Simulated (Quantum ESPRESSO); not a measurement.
# Ge (Fd-3m) in Quantum ESPRESSO: further runs, part 2 of 2

Quantum ESPRESSO 7.5. Earlier steps stand in the parts before.

**4. Single point, PW86PBE, 21.73 Å³/atom**

pw.in

```
&CONTROL
  calculation = 'scf'
  prefix = 'pwscf'
  outdir = './tmp'
  pseudo_dir = './pseudo'
  tprnfor = .true.
  tstress = .true.
  disk_io = 'nowf'
/
&SYSTEM
  ibrav = 0
  nat = 2
  ntyp = 1
  ecutwfc = 78
  nbnd = 21
  input_dft = 'pw86pbe'
  occupations = 'smearing'
  smearing = 'fd'
  degauss = 0.00367493
/
&ELECTRONS
  conv_thr = 4d-10
  electron_maxstep = 120
  mixing_beta = 0.5
/
ATOMIC_SPECIES
Ge    72.6300 Ge.upf
CELL_PARAMETERS angstrom
   0.0000000000    2.7906767997    2.7906767997
   2.7906767997    0.0000000000    2.7906767997
   2.7906767997    2.7906767997    0.0000000000
ATOMIC_POSITIONS crystal
Ge     0.7500000000    0.7500000000    0.7500000000
Ge     0.5000000000    0.5000000000    0.5000000000
K_POINTS automatic
8 8 8 0 0 0
```

Command:

```
OMP_NUM_THREADS=1 pw.x -in pw.in > pw.out
```

Run time: 25 s. Hardware: 1 thread of AMD EPYC 7B13 (Zen 3), shared host; peak memory 0.09 GiB.

Results (log left out):

```yaml
Free_energy: -4863.8393 eV
Pressure: 9.4 GPa
Band_gap_on_the_k_mesh: 0.29 eV, direct
```

Caveat: the potentials were made for another functional, which shifts forces and pressure.

**5. Single point, PW86PBE, 22.19 Å³/atom**

pw.in, as its differences from that of step 4:

```diff
@@ -28,5 +28,5 @@
 CELL_PARAMETERS angstrom
-   0.0000000000    2.7906767997    2.7906767997
-   2.7906767997    0.0000000000    2.7906767997
-   2.7906767997    2.7906767997    0.0000000000
+   0.0000000000    2.8099234548    2.8099234548
+   2.8099234548    0.0000000000    2.8099234548
+   2.8099234548    2.8099234548    0.0000000000
 ATOMIC_POSITIONS crystal
```

Command:

```
OMP_NUM_THREADS=1 pw.x -in pw.in > pw.out
```

Wall time 25 s (1 thread of AMD EPYC 7B13 (Zen 3), shared host); peak memory 0.09 GiB.

Results (log left out):

```
Free energy            : -4863.8871 eV
Pressure               : 7.5 GPa
Band gap on the k mesh : 0.09 eV, direct
```

Caveat: the potentials were made for another functional, which shifts forces and pressure.

**6. Single point, PW86PBE, 22.64 Å³/atom**

pw.in, as its differences from that of step 5:

```diff
@@ -28,5 +28,5 @@
 CELL_PARAMETERS angstrom
-   0.0000000000    2.8099234548    2.8099234548
-   2.8099234548    0.0000000000    2.8099234548
-   2.8099234548    2.8099234548    0.0000000000
+   0.0000000000    2.8289100000    2.8289100000
+   2.8289100000    0.0000000000    2.8289100000
+   2.8289100000    2.8289100000    0.0000000000
 ATOMIC_POSITIONS crystal
```

Potentials or basis: PseudoDojo 0.4.1 SR PBE standard.

Command:

```
OMP_NUM_THREADS=1 pw.x -in pw.in > pw.out
```

Run time: 26 s. Hardware: 1 thread of AMD EPYC 7B13 (Zen 3), shared host; peak memory 0.09 GiB.

Results (log left out):

| Property | Result |
| --- | --- |
| Free energy | -4863.9251 eV |
| Pressure | 5.9 GPa |
| Band gap on the k mesh | none (metal or under the smearing width) |

Caveat: the potentials were made for another functional, which shifts forces and pressure.

**7. Single point, PW86PBE, 23.09 Å³/atom**

pw.in, as its differences from that of step 6:

```diff
@@ -28,5 +28,5 @@
 CELL_PARAMETERS angstrom
-   0.0000000000    2.8289100000    2.8289100000
-   2.8289100000    0.0000000000    2.8289100000
-   2.8289100000    2.8289100000    0.0000000000
+   0.0000000000    2.8476450493    2.8476450493
+   2.8476450493    0.0000000000    2.8476450493
+   2.8476450493    2.8476450493    0.0000000000
 ATOMIC_POSITIONS crystal
```

Command:

```
OMP_NUM_THREADS=1 pw.x -in pw.in > pw.out
```

It took 25 s on 1 thread of AMD EPYC 7B13 (Zen 3), shared host; peak memory 0.09 GiB.

Results (log left out):

```
Free energy            : -4863.9542 eV
Pressure               : 4.4 GPa
Band gap on the k mesh : none (metal or under the smearing width)
```

Caveat: the potentials were made for another functional, which shifts forces and pressure.

**8. Single point, PW86PBE, 23.54 Å³/atom**

pw.in, as its differences from that of step 7:

```diff
@@ -28,5 +28,5 @@
 CELL_PARAMETERS angstrom
-   0.0000000000    2.8476450493    2.8476450493
-   2.8476450493    0.0000000000    2.8476450493
-   2.8476450493    2.8476450493    0.0000000000
+   0.0000000000    2.8661367691    2.8661367691
+   2.8661367691    0.0000000000    2.8661367691
+   2.8661367691    2.8661367691    0.0000000000
 ATOMIC_POSITIONS crystal
```

Command:

```
OMP_NUM_THREADS=1 pw.x -in pw.in > pw.out
```

Run time: 26 s. Hardware: 1 thread of AMD EPYC 7B13 (Zen 3), shared host; peak memory 0.1 GiB.

The run converged. Its results:

```
Free energy            : -4863.9753 eV
Pressure               : 3.1 GPa
Band gap on the k mesh : none (metal or under the smearing width)
```

Caveat: the potentials were made for another functional, which shifts forces and pressure.

**9. Single point, PW86PBE, 24.00 Å³/atom**

pw.in, as its differences from that of step 8:

```diff
@@ -28,5 +28,5 @@
 CELL_PARAMETERS angstrom
-   0.0000000000    2.8661367691    2.8661367691
-   2.8661367691    0.0000000000    2.8661367691
-   2.8661367691    2.8661367691    0.0000000000
+   0.0000000000    2.8843929095    2.8843929095
+   2.8843929095    0.0000000000    2.8843929095
+   2.8843929095    2.8843929095    0.0000000000
 ATOMIC_POSITIONS crystal
```

Potentials or basis: PseudoDojo 0.4.1 SR PBE standard.

Command:

```
OMP_NUM_THREADS=1 pw.x -in pw.in > pw.out
```

Run time: 26 s. Hardware: 1 thread of AMD EPYC 7B13 (Zen 3), shared host; peak memory 0.09 GiB.

It converged, with:

```yaml
Free_energy: -4863.9891 eV
Pressure: 1.8 GPa
Band_gap_on_the_k_mesh: none (metal or under the smearing width)
```

Caveat: the potentials were made for another functional, which shifts forces and pressure.

**10. Equation of state, PW86PBE**

Potentials or basis: PseudoDojo 0.4.1 SR PBE standard.

This step only gathers the single runs of the series.

Results:

```yaml
Equilibrium_volume: "24.79 Å³/atom (rough: see the caveat)"
Bulk_modulus: 53 GPa (rough)
```

Energy against volume, from the lowest point:
```csv
volume (Å³/atom),energy (meV/atom)
21.281,104.31
21.733,74.86
22.186,50.98
22.639,31.98
23.092,17.41
23.545,6.89
23.997,0.00
```

Caveat: the potentials were made for another functional, which shifts forces and pressure; the minimum lies outside the volumes run.

**11. Against experiment**

Step 2. A measured gap of Ge is 0.807 eV (direct; 300 K; “Electronic and optical properties of SixGe1-x-ySny alloys lattice-matched to Ge”, 2021, arxiv:2109.02782); the calculated 0.00 eV misses it by -0.81 eV. 3 values of this kind are on record (0.666 to 0.807 eV); this one was drawn at random among those near their median. Spin-orbit coupling on Ge is left out. The value is that of PW86PBE on a finite k mesh, which can miss the band edges, without temperature or zero-point motion.
